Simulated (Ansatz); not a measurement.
The cell is the one relaxed in the Materials Project (mp-5020), not relaxed further here; entries there can be hypothetical.

Input and log of a run on BaTiO3: DFT, r2SCAN, all-electron PAW with datasets made for the crystal, scalar-relativistic (Ansatz 0.2.0).

Command: `ansatz run input.yaml --threads 2 --pin off --max-ram 6144MiB --backend cpu --events-out ev --progress --plain --runs-dir out` The run took about 89 s on 2 threads of a shared machine.

```yaml
crystal:
  lattice:
    - [2.8482561214, 1.6444414384, 2.3355603327]
    - [-2.8482561214, 1.6444414384, 2.3355603327]
    - [0.0, -3.2888828768, 2.3355603327]
  atoms:
    - { symbol: Ba, position: [0.00014604, 0.00014604, 0.00014604] }
    - { symbol: Ti, position: [0.51333771, 0.51333771, 0.51333771] }
    - { symbol: O, position: [0.48895031, 0.97971663, 0.48895031] }
    - { symbol: O, position: [0.48895031, 0.48895031, 0.97971663] }
    - { symbol: O, position: [0.97971663, 0.48895031, 0.48895031] }
kpoints:
  mp_grid: { grid: [6, 6, 6] }
  band_path:
    path:
      - [0.0, 0.0, 0.0]
      - [0.5, 0.5, 0.5]
      - [0.5028394821, 0.4971605179, 0.5]
      - [0.5, -0.4971605179, 0.4971605179]
      - [0.5, 0.0, 0.0]
      - [0.0, 0.0, 0.0]
      - [0.498580259, -0.498580259, 0.0]
      - [0.501419741, 0.0, 0.498580259]
      - [0.5, 0.0, 0.5]
    npoints: 8
scf:
  occupations: { method: fermi_dirac, width: 0.01 }
hamiltonian:
  xc: r2scan
  pseudopotentials: { kind: all_electron, datasets: crystal }
output:
  forces: true
  stress: true
  eigenvalues: true
  efg: { contact_densities: true }
```

Output:

```
hamiltonian.pseudopotentials.datasets: crystal makes datasets for this crystal and solves the spheres of its atoms anew in each pass: cutoff 580.0 eV, the density's 4060.0 eV; for an error of 0.50 meV an atom under PBE, 2.5 meV for the cell; an energy difference from a run of another recipe may be off by several times the error for the cell, under r2SCAN by more, where some 0.1 meV an atom stays at smaller errors; O in spheres of 0.878 Å, 6 of its electrons in bands; Ti in spheres of 1.000 Å, 12 of its electrons in bands; Ba in spheres of 1.376 Å, 10 of its electrons in bands
Ba: output.efg is read without spin–orbit coupling, which moves field gradients at and beside such atoms by some per cent and up to a factor of two; PAW files take it under magnetization.noncollinear and magnetization.spin_orbit
Engine: ansatz 0.2.0
Pseudopotentials: kind: all_electron
Pseudopotential: Ba, paw, valence charge 10, recommended cutoff 580 eV (normal), Koelling and Harmon's equation, gaussian nucleus
Pseudopotential: Ti, paw, valence charge 12, recommended cutoff 580 eV (normal), Koelling and Harmon's equation, gaussian nucleus
Pseudopotential: O, paw, valence charge 6, recommended cutoff 580 eV (normal), Koelling and Harmon's equation, gaussian nucleus
Functional definition: r2SCAN
  parameter k0 = 0.174
  parameter k1 = 0.065
  parameter a1 = 4.9479
  exchange = r2scan_x(k0 = k0, k1 = k1, a1 = a1)
  correlation = r2scan_c
Crystal: 5 atoms, lattice volume = 65.636 Å³
Basis set: ecut = 580 eV, 2103 PW (Γ), exchange–correlation on 135×135×135 points (27 copies of the dense FFT grid, shifted against one another)
Bands: 25, of which v1, the nominal top of the filled ones, is band 20 counted from 1 (19 counted from 0)
Symmetry: 6 space group operations
Space group: R3m (ITA 160), of the structure as read, at distance tolerance 4.0e-5 Å
k-points: 32 of 216 (time reversal used)
Non-local potential: Ba, projectors of the file, l = 0: 2, l = 1: 2, l = 2: 2, l = 3: 2
Non-local potential: Ti, projectors of the file, l = 0: 2, l = 1: 2, l = 2: 2
Non-local potential: O, projectors of the file, l = 0: 1, l = 1: 2
PAW form: soft (Blöchl's): semilocal exchange-correlation on the pseudo side does not see the compensation charge
PAW one-centre angular grid: Ba, 302 points (default); XC on its mesh's 1851 points in the sphere
PAW one-centre angular grid: Ti, 590 points (default); XC on its mesh's 1845 points in the sphere
PAW one-centre angular grid: O, 302 points (default); XC on its mesh's 1901 points in the sphere
Initial density: superposition of atomic densities (neutral atoms: chi_scale 0, normalization atom)
Initial wavefunctions: pseudopotential atomic-orbital guess
Functional: x = r2scan, c = r2scan; τ floored in thin density (d = 2e-4 eV/Å³)
iter 1 solved again at ethr=6.92e-2 eV; its pass at ethr=1.00e-1 eV (dr2=2.77e1 eV) is discarded
SCF iter   1: F=—  HF=-250803.121091 eV  |F-HF|=—  |Δ(HF+E_count)|=         —  Δρ=2.01e-1  dr2=2.77e1  dr2_τ=1.55e0  ethr=6.92e-2  ⟨swp⟩=2.5  Hψ=4020  notcnv=0
preconditioner: auto → Resta (q_TF=auto, 2.512 Å⁻¹)  ε∞=3.2  [insulator: Δε(μ)=6.994 eV  Ē_g=19.067 eV  σ=0.010 eV  W_gap=1.00  n_scr=18 (ndim 8)  ℏωp=28.3 eV  f_vac=0.000  D(μ)=0.00/eV (n_scr^D=0)  ε∞_Penn≈3.2]
iter 2 solved again at ethr=6.38e-3 eV; its pass at ethr=6.92e-2 eV (dr2=2.55e0 eV) is discarded
SCF iter   2: F=—  HF=-250797.121254 eV  |F-HF|=—  |Δ(HF+E_count)|=    6.00e0  Δρ=8.24e-2  dr2=2.57e0  dr2_τ=1.46e0  ethr=6.38e-3  ⟨swp⟩=2.8  Hψ=3814  notcnv=0  defer=3
SCF iter   3: F=—  HF=-250797.240703 eV  |F-HF|=—  |Δ(HF+E_count)|=   1.19e-1  Δρ=3.62e-2  dr2=1.11e0  dr2_τ=1.90e-1  ethr=6.38e-3  ⟨swp⟩=3.3  Hψ=1941  notcnv=0  defer=14
SCF iter   4: F=—  HF=-250797.093108 eV  |F-HF|=—  |Δ(HF+E_count)|=   1.48e-1  Δρ=1.83e-2  dr2=1.68e-1  dr2_τ=1.20e-2  ethr=2.78e-3  ⟨swp⟩=3.4  Hψ=1904  notcnv=0  defer=11
SCF iter   5: F=—  HF=-250797.084735 eV  |F-HF|=—  |Δ(HF+E_count)|=   8.37e-3  Δρ=4.33e-3  dr2=7.26e-3  dr2_τ=8.61e-4  ethr=4.21e-4  ⟨swp⟩=3.4  Hψ=2084  notcnv=0  defer=11
SCF iter   6: F=—  HF=-250797.094027 eV  |F-HF|=—  |Δ(HF+E_count)|=   9.29e-3  Δρ=3.65e-3  dr2=1.08e-2  dr2_τ=5.54e-4  ethr=1.81e-5  ⟨swp⟩=5.2  Hψ=2517  notcnv=0  defer=17
SCF iter   7: F=—  HF=-250797.092191 eV  |F-HF|=—  |Δ(HF+E_count)|=   1.84e-3  Δρ=7.62e-4  dr2=5.81e-4  dr2_τ=5.12e-6  ethr=1.81e-5  ⟨swp⟩=3.6  Hψ=2107  notcnv=0  defer=14
SCF iter   8: F=—  HF=-250797.092504 eV  |F-HF|=—  |Δ(HF+E_count)|=   3.13e-4  Δρ=1.41e-4  dr2=9.31e-6  dr2_τ=9.54e-7  ethr=1.45e-6  ⟨swp⟩=4.8  Hψ=2289  notcnv=0  defer=6
SCF iter   9: F=—  HF=-250797.092507 eV  |F-HF|=—  |Δ(HF+E_count)|=   3.36e-6  Δρ=3.12e-5  dr2=3.61e-7  dr2_τ=5.95e-8  ethr=2.33e-8  ⟨swp⟩=4.3  Hψ=2194  notcnv=0  defer=1
SCF iter  10: F=-250797.092507 eV  HF=-250797.092507 eV  |F-HF|=1.63e-8  |Δ(HF+E_count)|=   2.42e-8  Δρ=7.11e-6  dr2=2.75e-8  dr2_τ=2.20e-9  ethr=9.02e-10  ⟨swp⟩=3.1  Hψ=1919  notcnv=0  defer=1
SCF 1 converged in 10 iterations: F = -250797.092508 eV  dr2 = 2.75e-8
  Residual-converged pass: ⟨swp⟩=4.8  Hψ=2747  notcnv=0  max |occ|·‖R‖ = 6.5e-6 eV (tolerance 6.7e-6 eV)  dr2=2.91e-8  dr2_τ=2.40e-9  dr2_onsite=6.88e-8  max |Δocc| = 0.0e0
  greatest PAW one-centre occupation: 0.981 electrons in one spin orbital (limit 2), on the Ti atom at site 1 (counted from 0), in its partial waves of l = 0
NSCF: frozen V_eff on 65 k-points
SCF converged after 10 iterations
Free energy (F): -250797.092508 eV
Harris-Foulkes:  -250797.092508 eV  (|F-HF|=1.63e-8)
Internal energy: -250797.092508 eV  (E = F + TS)
E sigma→0 (E₀):  -250797.092508 eV
Past the cutoff: the bands carry plane waves up to 2.50 times it, of which those up to 1.5 times it add -0.000386 eV an atom, each by itself; the spheres take 0.000220 eV an atom off the energy for waves past 2.50 times it
Past the cutoffs: a stress includes 0.0057 GPa for waves and charges beyond them, in addition to the slope of what the spheres take
In the spheres:  the bands' charges fall short by 2.8e-6 e at most (sound up to 1e-3)
Fermi energy:    12.894008 eV
--- Per-component energies (eV) ---
  The terms above E_closure are by the made datasets' own strengths, without shells solved beside the bands.
--- Forces (eV/Å), atoms counted from 1 ---
  atom   1  Ba     0.00000000    -0.00000000     0.03474681
  atom   2  Ti     0.00000000     0.00000000     0.18618030
  atom   3  O      0.07469041    -0.04312253    -0.07365640
  atom   4  O     -0.00000000     0.08624506    -0.07365640
  atom   5  O     -0.07469041    -0.04312253    -0.07365640
  max |Σ_I F_I| component: 4.21e-5 eV/Å
--- Stress (GPa, compression-positive) ---
       -1.909001       0.000000       0.000000
       -0.000000      -1.909001       0.000000
        0.000000       0.000000      -1.715010
  P = ⅓ Tr σ = -1.8443 GPa (-18.443 kbar)
--- PAW observables at the nuclei: V_zz in 10²¹ V/m², potentials from the cell's mean, atoms counted from 1 ---
  atom   1  Ba V_zz =    +0.414375   η = 0.0000   by run symmetry: allowed
            electrostatic potential = -9627.105530 V   contact ρ = 2061493.827674 e/Å³
  atom   2  Ti V_zz =    +1.151239   η = 0.0000   by run symmetry: allowed
            electrostatic potential = -2529.381210 V   contact ρ = 56751.747130 e/Å³
  atom   3  O  V_zz =    +2.562440   η = 0.0399   by run symmetry: allowed
            electrostatic potential = -628.032671 V   contact ρ = 2152.546094 e/Å³
  atom   4  O  V_zz =    +2.562440   η = 0.0399   by run symmetry: allowed
            electrostatic potential = -628.032671 V   contact ρ = 2152.546094 e/Å³
  atom   5  O  V_zz =    +2.562440   η = 0.0399   by run symmetry: allowed
            electrostatic potential = -628.032671 V   contact ρ = 2152.546094 e/Å³
--- Band table (eV; the first three rows and the last of 32) ---
  k-point 0: bands = ["-47.0800", "-22.2543", "-22.2538", "-22.2538", "-13.8315", "-6.1926", "-5.5668", "-5.5668", "1.4005", "1.4017", "1.4017", "9.2675", "9.2675", "9.2739", "10.2047", "10.2047", "10.4409", "11.0128", "11.1208", "11.1208", "14.2679", "14.2679"]
  k-point 1: bands = ["-47.0798", "-22.2671", "-22.2536", "-22.2533", "-13.8030", "-6.2068", "-5.5597", "-5.5405", "1.4391", "1.4392", "1.4892", "8.8283", "9.2023", "9.2168", "9.9567", "9.9789", "10.2903", "10.6061", "11.0026", "11.0422", "14.3073", "14.6047"]
  k-point 2: bands = ["-47.0793", "-22.2929", "-22.2527", "-22.2524", "-13.7449", "-6.3103", "-5.5455", "-5.3988", "1.5162", "1.5196", "1.6624", "8.0077", "9.0009", "9.0168", "9.6357", "9.6478", "10.0016", "10.1115", "10.7221", "10.7844", "14.3725", "15.2323"]
  k-point 31: bands = ["-47.0772", "-22.3006", "-22.3006", "-22.3006", "-13.5791", "-5.3725", "-5.3608", "-5.3608", "0.7400", "0.7400", "0.7468", "7.1951", "7.8444", "7.8444", "9.1634", "9.1634", "9.2071", "11.5015", "11.5015", "11.5200", "16.1153", "16.2681"]
```
